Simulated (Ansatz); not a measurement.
BeO (wurtzite, P6_3mc), the program Ansatz at the PBEsol level (PAW). The conduction-band minimum lies at Γ, with 1 equivalent valley. Second derivatives d²E/dk² of the lowest band at one valley (eV·Å²), along Cartesian directions:

| direction | d²E/dk² |
|---|---|
| [100] | 12.44 |
| [010] | 12.44 |
| [001] | 14.14 |
| [110] | 12.44 |
| [101] | 13.29 |
| [011] | 13.29 |

Q: Find the principal effective masses, the density-of-states mass and the conductivity mass.

A: Off-diagonal terms follow from H_xy = H[110] − (H_xx + H_yy)/2, and m*/mₑ = 7.620 eV·Å² over each eigenvalue: 0.54, 0.61, 0.61. One valley's DOS mass (m₁m₂m₃)^(1/3) = 0.59, conductivity mass 3/(Σ 1/mᵢ) = 0.59 mₑ.

Q: What effective density of states Nc follows at 300 K for parabolic valleys?

A: Nc = 2.509e19 × 1 × (0.59)^(3/2) ≈ 1.1e19 cm⁻³.

Q: With the computed static dielectric constant 7.10 (mean of the diagonal), estimate a hydrogenic donor's binding energy and radius.

A: E = 13.606 eV × 0.59/7.10² ≈ 160 meV; a = 0.529 Å × ε/m* ≈ 6.4 Å. Semilocal masses tend to be too small where the gap is.

Symmetry was held in the PBEsol relaxation; of distortions, only those at the zone centre were tested.

Potentials: the later of the program's two PAW sets.
